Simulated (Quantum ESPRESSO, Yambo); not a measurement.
# Quasiparticle gap of CuI (Marshite) in Yambo, part 2 of 3

How does a plane-wave GW calculation on CuI (Marshite) run from the first input to the gap?

Quantum ESPRESSO 7.5 and Yambo 5.3.0; PBE and many-body steps on it, plane waves. Known limits of the many-body steps: not at the basis limit; d shell near the gap, gap tends to lie low; no spin-orbit coupling.

So far. Step 2 (Ground state): The gap is direct, at Γ. Step 3 (Bands along the symmetry lines): The gap is 1.096 eV, as in the run before at this level.

The database entry behind the starting cell differs from later determinations by our own check (about 0.15 % long (mineral sample)), so it need not match the best structure at ambient conditions.

In doubt: a PseudoDojo file used here is known to give poor structures and forces, which bears on pressures, cells, forces and phonons.

### Step 4. Empty states on the mesh, 4×4×4 mesh, 148 bands

Level of this step: DFT, PBE, plane waves, norm-conserving pseudopotentials (Quantum ESPRESSO).

The sums over transitions need many empty states on a uniform mesh; this step solves for them.

The input, pw.in:

```
&control
  calculation = 'nscf'
  prefix = 'x'
  outdir = 'o'
  pseudo_dir = 'pseudo'
/
&system
  ibrav = 0
  nat = 2
  ntyp = 2
  ecutwfc = 84.0
  nbnd = 148
  force_symmorphic = .true.
/
&electrons
  conv_thr = 1e-9
  electron_maxstep = 80
  diago_full_acc = .true.
  diago_thr_init = 5e-6
/
ATOMIC_SPECIES
  Cu 63.546 Cu.upf
  I 126.9 I.upf
CELL_PARAMETERS angstrom
  0.0000000000 3.0315000000 3.0315000000
  3.0315000000 -0.0000000000 3.0315000000
  3.0315000000 3.0315000000 0.0000000000
ATOMIC_POSITIONS crystal
  Cu 0.2500000000 0.2500000000 0.2500000000
  I 0.0000000000 0.0000000000 0.0000000000
K_POINTS automatic
  4 4 4 0 0 0
```

Command:

```
$ OMP_NUM_THREADS=1 mpirun -n 4 pw.x -nk 4 -in pw.in > pw.out
```

Output:

```text
[banner, memory and clock lines left out]
Program PWSCF v.7.5 starts

     Atomic positions and unit cell read from directory:
     o/x.save/

     Message from routine setup:
     using ibrav=0 with symmetry is DISCOURAGED, use correct ibrav instead

     G-vector sticks info

     bravais-lattice index     =            0
     lattice parameter (alat)  =       8.1016  a.u.
     unit-cell volume          =     376.0099 (a.u.)^3
     number of atoms/cell      =            2
     number of atomic types    =            2
     number of electrons       =        44.00
     number of Kohn-Sham states=          148
     kinetic-energy cutoff     =      84.0000  Ry
     charge density cutoff     =     336.0000  Ry
     Exchange-correlation= PBE
                           (   1   4   3   4   0   0   0)

     celldm(1)=   8.101612  celldm(2)=   0.000000  celldm(3)=   0.000000
     celldm(4)=   0.000000  celldm(5)=   0.000000  celldm(6)=   0.000000

     crystal axes: (cart. coord. in units of alat)
               a(1) = (   0.000000   0.707107   0.707107 )
               a(2) = (   0.707107  -0.000000   0.707107 )
               a(3) = (   0.707107   0.707107   0.000000 )

     reciprocal axes: (cart. coord. in units 2 pi/alat)
               b(1) = ( -0.707107  0.707107  0.707107 )
               b(2) = (  0.707107 -0.707107  0.707107 )
               b(3) = (  0.707107  0.707107 -0.707107 )
     Pseudo is Norm-conserving + core correction, Zval = 19.0
     Generated using ONCVPSP code by D. R. Hamann
     Using radial grid of 1492 points,  6 beta functions with:
     Pseudo is Norm-conserving + core correction, Zval = 25.0
     Generated using ONCVPSP code by D. R. Hamann
     Using radial grid of 1188 points,  8 beta functions with:
     Cu               19.00    63.54600     Cu( 1.00)
     I                25.00   126.90000     I ( 1.00)

     24 Sym. Ops. (no inversion) found

   Cartesian axes

     site n.     atom                  positions (alat units)
         1        Cu     tau(   1) = (   0.3535534   0.3535534   0.3535534  )
         2        I      tau(   2) = (   0.0000000   0.0000000   0.0000000  )

     number of k points=     8
                       cart. coord. in units 2pi/alat
        k(    1) = (   0.0000000   0.0000000   0.0000000), wk =   0.0312500
        k(    2) = (   0.1767767   0.1767767  -0.1767767), wk =   0.2500000
        k(    3) = (  -0.3535534  -0.3535534   0.3535534), wk =   0.1250000
[...]
k(    7) = (  -0.7071068   0.0000000   0.0000000), wk =   0.0937500
        k(    8) = (  -0.7071068   0.3535534   0.0000000), wk =   0.1875000

     Dense  grid:    39189 G-vectors     FFT dimensions: (  48,  48,  48)

     The potential is recalculated from file :
     o/x.save/charge-density

     Starting wfcs are   23 randomized atomic wfcs +  125 random wfcs

     Band Structure Calculation

     End of band structure calculation

          k = 0.0000 0.0000 0.0000 (  4909 PWs)   bands (ev):

  -167.0560-113.9828-113.9828-113.9828-102.3482 -59.7749 -59.7749 -59.7749
   -36.5976 -36.5976 -36.5952 -36.5952 -36.5952  -4.8943   5.5003   5.5003
     5.5003   7.3186   7.3186   9.1591   9.1591   9.1591  10.2556  14.0271
    14.0271  14.0271  17.2831  18.8735  18.8735  19.9487  19.9487  19.9487
[...]
[... 7 further rows ...]
[...]
98.2459  98.2459  98.9264  98.9264

          k = 0.1768 0.1768-0.1768 (  4873 PWs)   bands (ev):

  -167.0560-113.9828-113.9828-113.9828-102.3482 -59.7748 -59.7748 -59.7748
[...]
[... 7 further rows ...]
[...]
97.3014  97.8712  98.1961  98.1961

          k =-0.3536-0.3536 0.3536 (  4910 PWs)   bands (ev):

  -167.0560-113.9828-113.9828-113.9828-102.3482 -59.7749 -59.7749 -59.7749
[...]
56.0990  57.0435  57.0435  57.2285  60.2286  60.2286  60.8490  60.8490
     [... 7 further rows ...]
    94.3817  94.3817  94.4709  95.4724  95.4724  95.9094  96.2573  96.2573
    97.2739  98.6976  98.6976  99.4339

          k = 0.3536 0.0000 0.0000 (  4865 PWs)   bands (ev):

     [... further k-points ...]

     highest occupied, lowest unoccupied level (ev):     9.1591   10.2556

     XML data file, pseudopotentials, collected wavefunctions
```

Wall time 16 s (4 MPI ranks of Arm Neoverse V1, shared host); peak memory 0.46 GiB; 64 s of CPU time.

Numbers from this step:

```
gap                                                           : 1.096 eV
k of the valence top                                          : 0, 0, 0
k of the conduction bottom                                    : 0, 0, 0
least direct gap                                              : 1.096 eV
k points computed                                             : 8
lowest point of the top converged band, above the valence top : 86.6450 eV
```

On this mesh the gap is 1.096 eV.

### Step 5. Conversion and set-up

This step: Yambo 5.3.0; conversion and set-up on PBE, plane waves, norm-conserving pseudopotentials.

The states are converted to the many-body program's format and the q mesh is built.

Command:

```
$ (cd o/x.save; p2y > p2y.log; mv SAVE ../..); yambo > setup.log
```

Output:

```text
 Yambo, version 5.3.0

 [02] CORE Variables Setup
 =========================

  [02.01] Unit cells
  ==================

  Cell kind             :  FCC
  Atoms in the cell     :  Cu  I
  number of Cu atoms    :  1
  number of I  atoms    :  1

  List of atomic masses
  Mass of Cu    :  63.54600
  Mass of I     :  126.9000

  List of atomic coordinates    : [cc]
  Cu1       :  2.864352  2.864352  2.864352  order 1
  I1       :  0.000000  0.000000  0.000000  order 2

  Alat factors          :  5.728705  5.728705  5.728705 [a.u.]
  Direct lattice volume :  376.0099 [a.u.]
  Direct lattice vectors:  A[ 1 ]  A[ 2 ]  A[ 3 ]
   A[ 1 ]:  0.000000  1.000000  1.000000  [iru]
   0.000000  5.728705  5.728705  [cc]
   A[ 2 ]:  1.000000 -0.000000  1.000000  [iru]
   5.728705 -0.000000  5.728705  [cc]
   A[ 3 ]:  1.000000  1.000000  0.000000  [iru]
   5.728705  5.728705  0.000000  [cc]

  Recip. lattice volume :  0.659691 [a.u.]
  Recip. lattice vectors:  B[ 1 ]  B[ 2 ]  B[ 3 ]
   B[ 1 ]: -0.500000  0.500000  0.500000  [iku]
  -0.548395  0.548395  0.548395  [cc]
   B[ 2 ]:  0.500000 -0.500000  0.500000  [iku]
   0.548395 -0.548395  0.548395  [cc]
   B[ 3 ]:  0.500000  0.500000 -0.500000  [iku]
   0.548395  0.548395 -0.548395  [cc]

  [02.02] Symmetries
  ==================

  Inversion symmetry    : yes
  Spatial inversion     : no
  Inversion index       :  25
  K-space Time-reversal : yes
  Magnetic symmetries   : no
  Time-reversal derived K-space symmetries:   25   48
  Group table correct   : yes
  Symmetries units      :  [cc]

   [S  1]:   1.0000     -0.38050E-17 -0.38050E-17 -0.38050E-17   1.0000      0.38050E-17  0.38050E-17  0.38050E-17   1.0000
   [S  2]:  -1.0000      0.38050E-17 -0.38050E-17  0.38050E-17  -1.0000      0.38050E-17 -0.38050E-17 -0.38050E-17   1.0000
   [S  3]:  -1.0000     -0.38050E-17  0.38050E-17  0.38050E-17   1.0000     -0.38050E-17 -0.38050E-17  0.38050E-17  -1.0000
[...]
[S  9]: -0.38050E-17   1.0000     -0.38050E-17  0.38050E-17 -0.38050E-17   1.0000       1.0000      0.38050E-17  0.38050E-17
   [S 10]: -0.38050E-17  -1.0000      0.38050E-17  0.38050E-17  0.38050E-17  -1.0000       1.0000     -0.38050E-17 -0.38050E-17
     [... 36 further rows ...]
   [S*47]:   1.0000     -0.38050E-17  0.38050E-17 -0.38050E-17  0.38050E-17  -1.0000      0.38050E-17   1.0000     -0.38050E-17
   [S*48]:   1.0000      0.38050E-17 -0.38050E-17 -0.38050E-17 -0.38050E-17   1.0000      0.38050E-17  -1.0000      0.38050E-17

  [02.03] Reciprocal space
  ========================

  nG shells         :   375
  nG charge         :   39189
  nG WFs            :   5904
  nC WFs            :   4916
  G-vecs. in first 37 shells:  [ Number ]
     1    9   15   27   51   59   65   89  113
    137   169   181   229   259   283   307   331   339
    387   411   459   531   537   561   609   645   701
[...]
1139
  ...
[...]
K/Q-points units:
  rlu = crystal or reduced units; cc = cartesian coordinates; iku = interal k-units

  K [1]          [rlu]:  0.000000  0.000000  0.000000
         WF components:   4909
  K [2]          [rlu]:  0.67262E-17  0.67262E-17  0.25000
         WF components:   4873
  K [3]          [rlu]: -0.13452E-16 -0.13452E-16 -0.50000
         WF components:   4910
  K [4]          [rlu]: -0.36222E-17  0.25000      0.25000
         WF components:   4865
  K [5]          [rlu]:  0.75770E-17  0.25000     -0.50000
         WF components:   4893
  [... 2 further k-points ...]
  K [8]          [rlu]:  0.250000 -0.500000 -0.250000
         WF components:   4916

  [02.05] Energies & Occupations
  ==============================

  [X] === General ===
  [X] Electronic Temperature                        :  0.000000  0.000000 [eV K]
  [X] Bosonic    Temperature                        :  0.000000  0.000000 [eV K]
  [X] Finite Temperature mode                       : no
  [X] El. density                                   :  0.78968E+24 [cm-3]
  [X] Fermi Level                                   :  9.159113 [eV]

  [X] === Gaps and Widths ===
  [X] Conduction Band Min                           :  1.096441 [eV]
  [X] Valence Band Max                              :  0.000000 [eV]
  [X] Filled Bands                                  :  22
  [X] Empty Bands                                   :   23  148
  [X] Direct Gap                                    :  1.096441 [eV]
  [X] Direct Gap localized at k                     :  1
  [X] Indirect Gap                                  :  1.096441 [eV]
  [X] Indirect Gap between kpts                     :  1  1
  [X] Last valence band width                       :  1.487453 [eV]
  [X] 1st conduction band width                     :  3.372476 [eV]

  E @ K [1]:  [eV]
  -176.2151 -123.1419 -123.1419 -123.1419 -111.5073  -68.9340  -68.9340  -68.9340
  -45.75667 -45.75667 -45.75435 -45.75435 -45.75435 -14.05338  -3.65882  -3.65882
   -3.65882     -1.84051     -1.84051    -0.324060E-7 -0.315676E-7   0.00000      1.09644      4.86798
[...]
occ @ K [1]
[...]
E @ K [2]:  [eV]
[...]
occ @ K [2]
[...]
E @ K [3]:  [eV]
[...]
occ @ K [3]
[...]
E @ K [4]:  [eV]
[...]
occ @ K [4]
[...]
E @ K [5]:  [eV]
[...]
occ @ K [5]
[...]
[... 2 further k-points ...]
  E @ K [8]:  [eV]
[...]
occ @ K [8]
[...]
0.000000  0.000000  0.000000  0.000000  0.000000  0.000000  0.000000  0.000000
   0.000000  0.000000  0.000000  0.000000  0.000000  0.000000  0.000000  0.000000

 [03] Transferred momenta grid and indexing
 ==========================================

 IBZ Q-points                                      :   8
 BZ  Q-points                                      :   64

 K/Q-points units:
 rlu = crystal or reduced units; cc = cartesian coordinates; iku = interal k-units

 Q [1]          [rlu]:  0.000000  0.000000  0.000000
 Q [2]          [rlu]:  0.42768E-17  0.42768E-17  0.25000
 Q [3]          [rlu]: -0.85536E-17 -0.85536E-17 -0.50000
[...]
Q [7]          [rlu]:  0.72444E-17 -0.50000     -0.50000
 Q [8]          [rlu]:  0.250000 -0.500000 -0.250000

  [03.01] X indexes
  =================

   [03.01.01] Sigma indexes
   ========================

 [06] Game Over & Game summary
```

Run time: 3 s. Hardware: 1 MPI rank; peak memory 0.25 GiB.

[end of part 2 of 3]

[Paths, hosts, dates, memory and timing lines, banners, echoed tables and standing remarks are left out of the program output.]

[Logs are printed without paths, hosts, clocks, repeated set-up lines and the standing remarks that a program may print on its own settings, such as how far it seeks lower states.]

[Runs of the session that timed out or met a known fault of the program may be left out.]

[Hosts, paths, dates, database ids (printed as entryN), source tags and the programs' standing remarks are cut or masked in the printed files.]
